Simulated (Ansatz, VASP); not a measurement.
## CuI: VASP beside Ansatz

Wanted: the spread between two codes on one cell, functional and k mesh. The cell is taken from a series of VASP runs on this material, whose earlier steps may have relaxed, scaled or displaced it; both programs get it as it stands.

Method: plane waves, with VASP 6.6.1 beside it; relaxation of cell and atoms at LDA, in Ansatz 0.2.0.

### 1. The starting structure

Symmetry: F-43m, No. 216, cubic system. Conventional cell: a = 5.866 Å, b = 5.866 Å, c = 5.866 Å, α = 90.00°, β = 90.00°, γ = 90.00°. I has 4 Cu at 2.54 Å nearest. Nearest to Cu lie 4 I at 2.54 Å. Farther neighbours and most contacts between anions are not listed.

Structure file:

```xyz
2
Lattice="0.0000 2.9332 2.9332 2.9332 0.0000 2.9332 2.9332 2.9332 0.0000" Properties=species:S:1:pos:R:3 pbc="T T T"
I     0.0000    0.0000    0.0000
Cu    4.3998    4.3998    4.3998
```

### 2. VASP: relaxation of cell and atoms, LDA

The relaxed volume is the usual yardstick between codes: its relative difference is about their pressure difference at one cell divided by the bulk modulus.

Lines of VASP's logs that name or quote its potential files are left out, and so is its time.

Input file INCAR:

```
SYSTEM = CuI
PREC = Accurate
ENCUT = 450
EDIFF = 1E-06
NELM = 100
ISMEAR = 0
SIGMA = 0.03
LREAL = .FALSE.
ALGO = Normal
GGA = CA
NBANDS = 15
LASPH = .TRUE.
LORBIT = 11
LWAVE = .FALSE.
LCHARG = .FALSE.
KPAR = 4
IBRION = 2
NSW = 50
ISIF = 3
EDIFFG = -0.006
```

Input file POSCAR:

```
CuI
1.0
    0.0000000000      2.9331706404      2.9331706404
    2.9331706404      0.0000000000      2.9331706404
    2.9331706404      2.9331706404      0.0000000000
I Cu
1 1
Direct
    0.0000000000      0.0000000000      0.0000000000
    0.7500000000      0.7500000000      0.7500000000
```

Input file KPOINTS:

```
Automatic mesh
0
Gamma
6 6 6
0 0 0
```

The projector-augmented-wave data sets are I and Cu (LDA family, release 64).

Launch:

```
$ mpirun -np 4 vasp_std
```

Numbers of over 12 decimals in the logs are rounded to 6 here.

The program printed:

```text
[banner, memory and clock lines left out]
running    4 mpi-ranks, on    1 nodes
 distrk:  each k-point on    1 cores,    4 groups
 distr:  one band on    1 cores,    1 groups

 POSCAR found type information on POSCAR I Cu
 POSCAR found :  2 types and       2 ions
 LDA part: xc-table for (Slater(with rela. corr.)+CA(PZ))
 , standard interpolation
 POSCAR, INCAR and KPOINTS ok, starting setup
 FFT: planning ... GRIDC
 FFT: planning ... GRID_SOFT
 FFT: planning ... GRID
 WAVECAR not read
 entering main loop
       N       E                     dE             d eps       ncg     rms          rms(c)
DAV:   1     0.914247908105E+02    0.91425E+02   -0.68953E+03   480   0.118E+03
DAV:   2    -0.846764311271E+00   -0.92272E+02   -0.85377E+02   487   0.237E+02
DAV:   3    -0.714466772154E+01   -0.62979E+01   -0.61967E+01   642   0.652E+01
DAV:   4    -0.731451767831E+01   -0.16985E+00   -0.16976E+00   551   0.998E+00
DAV:   5    -0.732333937557E+01   -0.88217E-02   -0.88213E-02   754   0.265E+00    0.640E+00
DAV:   6    -0.721559050072E+01    0.10775E+00   -0.39741E+00   487   0.591E+01    0.403E+00
DAV:   7    -0.699980830536E+01    0.21578E+00   -0.95465E-01   536   0.358E+01    0.198E+00
DAV:   8    -0.699665497486E+01    0.31533E-02   -0.54505E-02   776   0.378E+00    0.534E-01
DAV:   9    -0.699264016361E+01    0.40148E-02   -0.11141E-02   606   0.337E+00    0.266E-01
DAV:  10    -0.699265899543E+01   -0.18832E-04   -0.65655E-04   629   0.176E-01    0.183E-01
DAV:  11    -0.699249112784E+01    0.16787E-03   -0.94832E-04   613   0.109E+00    0.385E-02
DAV:  12    -0.699249164675E+01   -0.51891E-06   -0.11600E-04   701   0.168E-01    0.430E-02
DAV:  13    -0.699249057967E+01    0.10671E-05   -0.36276E-06   676   0.137E-02    0.179E-02
DAV:  14    -0.699248953598E+01    0.10437E-05   -0.14504E-06   490   0.340E-02    0.756E-03
DAV:  15    -0.699248934584E+01    0.19014E-06   -0.81856E-07   345   0.247E-02
   1 F= -.69924893E+01 E0= -.69924893E+01  d E =-.699249E+01
 curvature:   0.00 expect dE= 0.000E+00 dE for cont linesearch  0.000E+00
 trial: gam= 0.00000 g(F)=  0.201E-45 g(S)=  0.103E-03 ort = 0.000E+00 (trialstep = 0.100E+01)
 search vector abs. value=  0.103E-03
 bond charge predicted
       N       E                     dE             d eps       ncg     rms          rms(c)
DAV:   1    -0.699465499502E+01   -0.21655E-02   -0.30999E-02   487   0.427E+00    0.360E-01
DAV:   2    -0.699346963625E+01    0.11854E-02   -0.18166E-02   480   0.440E+00    0.158E-01
DAV:   3    -0.699261367247E+01    0.85596E-03   -0.37545E-03   487   0.216E+00    0.626E-02
DAV:   4    -0.699254494471E+01    0.68728E-04   -0.22033E-04   585   0.132E-01    0.219E-02
DAV:   5    -0.699254064258E+01    0.43021E-05   -0.87259E-06   693   0.751E-02    0.184E-02
DAV:   6    -0.699253851397E+01    0.21286E-05   -0.15508E-06   455   0.162E-02    0.673E-03
DAV:   7    -0.699253808601E+01    0.42796E-06   -0.67512E-07   275   0.292E-02
   2 F= -.69925381E+01 E0= -.69925381E+01  d E =-.487402E-04
 trial-energy change:   -0.000049  1 .order   -0.000044   -0.000103    0.000016
 step:   0.8919(harm=  0.8675)  dis= 0.00000  next Energy=    -6.992539 (dE=-0.496E-04)
 reached required accuracy - stopping structural energy minimisation
```

Parts of OUTCAR (step 2):

```text
ion  position               nearest neighbor table
   1  0.000  0.000  0.000-   2 2.54   2 2.54   2 2.54   2 2.54
   2  0.750  0.750  0.750-   1 2.54   1 2.54   1 2.54   1 2.54

  LATTYP: Found a face centered cubic cell.
 ALAT       =     5.8663412808

 Subroutine GETGRP returns: Found 24 space group operations
 (whereof 24 operations were pure point group operations)

The static configuration has the point symmetry T_d .

 Found     16 irreducible k-points:

   k-points           NKPTS =     16   k-points in BZ     NKDIM =     16   number of bands    NBANDS=     15

   dimension x,y,z NGX =    30 NGY =   30 NGZ =   30
   dimension x,y,z NGXF=    60 NGYF=   60 NGZF=   60

   ENCUT  =  450.0 eV  33.07 Ry    5.75 a.u.   7.17  7.17  7.17*2*pi/ulx,y,z

   NELECT =      18.0000    total number of electrons

 k-points in reciprocal lattice and weights: Automatic mesh
   0.00000000  0.00000000  0.00000000       0.005
   0.16666667  0.00000000  0.00000000       0.037
   0.33333333  0.00000000  0.00000000       0.037
   0.50000000  0.00000000  0.00000000       0.019
   0.16666667  0.16666667  0.00000000       0.028
   0.33333333  0.16666667  0.00000000       0.111
   0.50000000  0.16666667  0.00000000       0.111
  -0.33333333  0.16666667  0.00000000       0.111
  -0.16666667  0.16666667  0.00000000       0.056
[...]
-0.33333333  0.33333333  0.16666667       0.111
  -0.33333333  0.50000000  0.16666667       0.056

 average (electrostatic) potential at core
       1 -92.0875       2 -66.0712

 E-fermi :   5.5557

 k-point     1 :       0.0000    0.0000    0.0000
  band No.  band energies     occupation
    ...
      5       2.9678      2.00000
      6       2.9678      2.00000
      7       5.3506      2.00000
      8       5.3506      2.00000
      9       5.3506      2.00000
     10       6.6357      0.00000
     11      10.0984      0.00000
     12      10.0984      0.00000
     13      10.0984      0.00000
     14      13.4698      0.00000
    ...

 k-point     2 :       0.1667    0.0000    0.0000
  band No.  band energies     occupation
    ...
      5       2.9560      2.00000
      6       2.9560      2.00000
      7       4.2412      2.00000
      8       5.0997      2.00000
      9       5.0997      2.00000
     10       7.5888      0.00000
     11      10.2140      0.00000
     12      10.4958      0.00000
     13      10.4958      0.00000
     14      14.1765      0.00000
    ...

 k-point     3 :       0.3333    0.0000    0.0000
  band No.  band energies     occupation
    ...
      5       2.9674      2.00000
      6       2.9674      2.00000
      7       3.3370      2.00000
      8       4.6623      2.00000
      9       4.6623      2.00000
     10       7.6216      0.00000
     11      10.7598      0.00000
     12      10.7598      0.00000
     13      12.0067      0.00000
     14      13.9027      0.00000
    ...

  Total        0.0057694      0.0057694      0.0057694     -0.0000000      0.0000000     -0.0000000
  in kB        0.1836491      0.1836491      0.1836491     -0.0000000      0.0000000     -0.0000000
  external PRESSURE =       0.1836491 kB  Pullay stress =       0.0000000 kB

  energy-cutoff  :      450.00
  volume of cell :       50.33
      direct lattice vectors                 reciprocal lattice vectors
    -0.000000000  2.930499037  2.930499037    -0.170619404  0.170619404  0.170619404
     2.930499037  0.000000000  2.930499037     0.170619404 -0.170619404  0.170619404
     2.930499037  2.930499037  0.000000000     0.170619404  0.170619404 -0.170619404

 POSITION                                       TOTAL-FORCE (eV/Angst)
 -----------------------------------------------------------------------------------
      0.00000      0.00000      0.00000         0.000000      0.000000      0.000000
      4.39575      4.39575      4.39575        -0.000000     -0.000000     -0.000000
 -----------------------------------------------------------------------------------
    total drift:                               -0.000000     -0.000000     -0.000000

  FREE ENERGIE OF THE ION-ELECTRON SYSTEM (eV)
  ---------------------------------------------------
  free  energy   TOTEN  =        -6.9925380860 eV

  energy  without entropy=       -6.9925380860  energy(sigma->0) =       -6.99253809

 reached required accuracy - stopping structural energy minimisation

 total charge
# of ion       s       p       d       tot
------------------------------------------
    1        1.494   2.779   0.068   4.341
    2        0.370   0.332   9.327  10.029
--------------------------------------------------
tot          1.864   3.111   9.395  14.370

[... 3 further parts left out ...]
```

CONTCAR:

```
CuI
   1.00000000000000
    -0.0000000000000000    2.9304990372478796    2.9304990372478796
     2.9304990372478796    0.0000000000000000    2.9304990372478796
     2.9304990372478796    2.9304990372478796    0.0000000000000000
  I               Cu
     1     1
Direct
     0.0000000000000000    0.0000000000000000    0.0000000000000000
     0.7500000000000000    0.7500000000000000    0.7500000000000000
```

### 3. Ansatz: relaxation of cell and atoms, LDA

Ansatz runs on its default PAW (the set named soft_2) files.

The same cell, functional (in two slightly different forms), mesh and smearing now go to Ansatz, which takes its cutoff from its data sets.

Input file input.yaml:

```yaml
crystal:
  lattice:
    - [0.0, 2.9331706404, 2.9331706404]
    - [2.9331706404, 0.0, 2.9331706404]
    - [2.9331706404, 2.9331706404, 0.0]
  atoms:
    - { symbol: I, position: [0.0, 0.0, 0.0] }
    - { symbol: Cu, position: [0.75, 0.75, 0.75] }
hamiltonian:
  xc: lda
  pseudopotentials: { kind: paw }
kpoints:
  mp_grid: { grid: [6, 6, 6] }
scf:
  occupations: { method: gaussian, width: 0.03 }
relax:
  f_tol: 0.01
  max_steps: 60
  cell: { stress_tol: 0.05 }
output:
  forces: true
  stress: true
  write_density: true
  write_potential: true
  elf: true
  volumetric_format: npy
```

Launch:

```
$ ansatz run input.yaml --threads 4 --pin off --max-ram 9216MiB --backend cpu --events-out ev --progress --plain --runs-dir out
```

The program printed:

```text
Engine: ansatz 0.2.0, aarch64-unknown-linux-gnu
Pseudopotentials: kind: paw
Pseudopotential: I, paw, valence charge 17, recommended cutoff 420 eV (normal), I.paw.azcp
Pseudopotential: Cu, paw, valence charge 19, recommended cutoff 420 eV (normal), Cu.paw.azcp
Functional definition: SPW92
  exchange = slater_x
  correlation = pw_c
Crystal: 2 atoms, lattice volume = 50.471 Å³
Basis set: ecut = 420 eV, 965 PW (Γ)
Bands: 22, of which v1, the nominal top of the filled ones, is band 18 counted from 1 (17 counted from 0)
Symmetry: 24 space group operations
Space group: F-43m (ITA 216), of the structure as read, at distance tolerance 3.7e-5 Å
k-points: 16 of 216 (time reversal used)
Non-local potential: I, projectors of the file, l = 0: 2, l = 1: 2, l = 2: 2, l = 3: 2
Non-local potential: Cu, projectors of the file, l = 0: 3, l = 1: 2, l = 2: 3, l = 3: 1
PAW form: soft (Blöchl's): semilocal exchange-correlation on the pseudo side does not see the compensation charge
PAW frozen core: I, regenerated for the run's functional, and the local potential with it (the file was generated under x = pbe(κ = 0.804, μ = 0.219515), c = pbe(β = 0.066725))
PAW frozen core: Cu, regenerated for the run's functional, and the local potential with it (the file was generated under x = pbe(κ = 0.804, μ = 0.219515), c = pbe(β = 0.066725))
PAW one-centre angular grid: I, 590 points (default); XC on 64 Gauss nodes
PAW one-centre angular grid: Cu, 590 points (default); XC on 64 Gauss nodes
Initial density: superposition of atomic densities (neutral atoms: chi_scale 0, normalization atom), corrected by the library's trained network
Initial wavefunctions: pseudopotential atomic-orbital guess
Functional: x = slater, c = lda
SCF iter   1: F=—  HF=-13911.803658 eV  |F-HF|=—  |Δ(HF+E_count)|=         —  Δρ=1.12e-2  dr2=2.77e-2  ethr=1.77e-3  ⟨swp⟩=6.1  Hψ=1718  notcnv=0
preconditioner: auto → none  [insulator: Δε(μ)=1.124 eV  Ē_g=9.379 eV  σ=0.030 eV  W_gap=1.00  n_scr=14 (ndim 8)  ℏωp=22.2 eV  f_vac=0.150  D(μ)=0.00/eV (n_scr^D=0)  ε∞_Penn≈6.6]
SCF iter   2: F=—  HF=-13911.809304 eV  |F-HF|=—  |Δ(HF+E_count)|=   5.65e-3  Δρ=1.23e-2  dr2=5.27e-2  ethr=7.70e-5  ⟨swp⟩=2.6  Hψ=845  notcnv=0
SCF iter   3: F=—  HF=-13911.796042 eV  |F-HF|=—  |Δ(HF+E_count)|=   1.33e-2  Δρ=2.95e-3  dr2=1.83e-3  ethr=7.70e-5  ⟨swp⟩=2.2  Hψ=683  notcnv=0
SCF iter   4: F=—  HF=-13911.795791 eV  |F-HF|=—  |Δ(HF+E_count)|=   2.51e-4  Δρ=5.33e-4  dr2=5.86e-5  ethr=5.08e-6  ⟨swp⟩=2.0  Hψ=536  notcnv=0
SCF iter   5: F=—  HF=-13911.795784 eV  |F-HF|=—  |Δ(HF+E_count)|=   6.37e-6  Δρ=8.16e-5  dr2=2.24e-6  ethr=1.63e-7  ⟨swp⟩=1.2  Hψ=382  notcnv=0
SCF iter   6: F=-13911.795784 eV  HF=-13911.795784 eV  |F-HF|=5.93e-10  |Δ(HF+E_count)|=   4.27e-7  Δρ=2.97e-6  dr2=2.58e-9  ethr=2.78e-10  ⟨swp⟩=7.4  Hψ=2409  notcnv=0
SCF 1 converged in 6 iterations: F = -13911.795784 eV  dr2 = 2.58e-9
  greatest PAW one-centre occupation: 1.000 electrons in one spin orbital (limit 2), on the Cu atom at site 1 (counted from 0), in its partial waves of l = 0
relax step   1: F+E_penalty+E_count = -13911.79578386 eV  Δ(F+E_penalty+E_count) = +0.000e0 eV  max|allowed force component| = 6.014e-17 eV/Å  Δτ_max = 0.0000 Å  P = -0.097 GPa  Ω = 50.471 Å³  (6 SCF iters, dr2 threshold 1.00e-7 eV, accepted)
[...]
relax step   2: F+E_penalty+E_count = -13911.79583771 eV  Δ(F+E_penalty+E_count) = -5.384e-5 eV  max|allowed force component| = 1.735e-17 eV/Å  Δτ_max = 0.0000 Å  P = -0.004 GPa  Ω = 50.388 Å³  energy of the carried Pulay correction = +2.765e-5 eV  (5 SCF iters, dr2 threshold 2.35e-8 eV, accepted)
[...]
relax step   3: F+E_penalty+E_count = -13911.79580677 eV  Δ(F+E_penalty+E_count) = +3.093e-5 eV  max|allowed force component| = 1.185e-17 eV/Å  Δτ_max = 0.0000 Å  P = -0.004 GPa  Ω = 50.388 Å³  stress off target by 4.13e-3 GPa  SCF on the basis re-selected at this cell (its energy is not comparable with the rows above)  (5 SCF iters)
basis re-selected at this cell: Δ(F+E_penalty+E_count) = +3.093e-5 eV, ΔP = +0.000 GPa vs the last step (what re-selecting the basis moved, of the pressure what is left beyond the Pulay correction that the steps carried, after the strain that the cell walked since its last selection, with what the two solves' SCF thresholds leave and, on support functions, any second-order correction that the steps lacked; it is no m [...]
SCF converged after 5 iterations
Free energy (F): -13911.795807 eV
Harris-Foulkes:  -13911.795807 eV  (|F-HF|=0.00e0)
Internal energy: -13911.795807 eV  (E = F + TS)
E sigma→0 (E₀):  -13911.795807 eV
Fermi energy:    9.931037 eV
--- Per-component energies (eV) ---
  E_band       = -834.438959
  E_kinetic    = 492.637121
  E_local      = -7389.094505  (includes V_loc(G=0)·N_el)
  E_nonlocal   = 320.822726
  E_hartree    = 3437.978111
  E_xc         = -215.434985
  E_vxc        = -243.016965  (∫ρ·V_xc dr)
  E_paw        = -6264.192276  (= ΣΔE_a)
  E_vpaw       = -891.743644  (= ΣTr[D̂ρ^β])
  E_aug_tail   = 0.000301  (compensation charges beyond the density's cutoff)
  E_ewald      = -4295.743175
  E_core_change = 1.230875  (= ΣΔE_core)
  E_smearing   = -0.000000  (= −TS)
  E_closure    = -0.000000  (closes the sum)
  Σ components = -13911.795807   (vs F -13911.795807, Δ=0.00e0)
--- Forces (eV/Å), atoms counted from 1 ---
  atom   1  I      0.00000000     0.00000000     0.00000000
  atom   2  Cu     0.00000000     0.00000000    -0.00000000
  max |Σ_I F_I| component: 2.54e-17 eV/Å
--- Stress (GPa, compression-positive) ---
       -0.004127      -0.000000      -0.000000
       -0.000000      -0.004127       0.000000
       -0.000000       0.000000      -0.004127
  P = ⅓ Tr σ = -0.0041 GPa (-0.041 kbar)
--- Band table (eV; the first three rows and the last of 16) ---
  k-point 0: bands = [... 14 lower, 6.9567, 9.3218, 9.3218, 9.3218, 10.5395, 14.0801, 14.0801, 14.0801]
  k-point 1: bands = [... 14 lower, 6.9450, 8.2166, 9.0720, 9.0720, 11.5047, 14.1790, 14.4789, 14.4789]
  k-point 2: bands = [... 14 lower, 6.9569, 7.3241, 8.6358, 8.6358, 11.5519, 14.7485, 14.7485, 15.9548]
  k-point 15: bands = [... 14 lower, 6.9048, 7.0541, 7.2945, 7.6340, 13.0137, 13.3173, 16.5649, 16.6289]
--- Relaxed structure (2 steps of the walk, 2 accepted, 1 SCFs on fresh bases) ---
  F+E_penalty+E_count = -13911.79580677 eV   max|allowed force component| = 1.185e-17 eV/Å   (the final SCF, on the basis selected at the relaxed cell)
  cell:  # Å, volume = 50.3882 Å³
    - [0, 2.931565, 2.931565]
    - [2.931565, 0, 2.931565]
    - [2.931565, 2.931565, 0]
  atoms:
    - { symbol: I, position: [0, 0, 0] }
    - { symbol: Cu, position: [0.750000, 0.750000, 0.750000] }
```

Run time: 2 s. Hardware: 4 threads of Arm Neoverse V1, shared host; peak memory 0.36 GiB.

### 4. Comparison

Known differences besides the potentials themselves: the two LDA forms differ slightly; both relaxations stop at a tolerance, which leaves soft axes loose, and VASP keeps its plane-wave basis; the data sets hold 36 valence electrons in Ansatz (default PAW (the set named soft_2) files) and 18 in VASP; the cutoff is 420 eV in Ansatz and 450 eV in VASP; VASP's log shows a relativistic correction to its local exchange, Ansatz's none; Ansatz adds a Pulay correction to the stress that steers its cell, VASP none. Total energies have different zeros and are not compared.

Both answers:

```tsv
quantity	Ansatz	VASP	difference
volume (Å³)	50.39	50.33	+0.11 %
edge a after relaxation, in the typed setting (Å)	4.146	4.144	+0.04 %
```

The walks stopped with 0.00 GPa left in Ansatz and 0.02 GPa in VASP; each walk ends within a tolerance, so the volume difference is uncertain by about these residues over the bulk modulus, most in soft cells.

### 5. Results

| Property | Result |
| --- | --- |
| difference in volume (relaxation of cell and atoms, LDA) | 0.11 % |

**Reading.** The difference in volume is 0.11 % (relaxation of cell and atoms, LDA), within the 1.2 % picked in this series as the mark of a large difference, as far as the stopping tolerances let one tell. How closely two codes agree says nothing of how well the functional describes the real material.

[Lines on the potential files, build, host, timing and source positions are cut from VASP's logs without a mark.]

[Logs are printed without paths, hosts, clocks, repeated set-up lines and the standing remarks that a program may print on its own settings, such as how far it seeks lower states.]

[Hosts, paths, dates, database ids (printed as entryN), source tags and the programs' standing remarks are cut or masked in the printed files.]
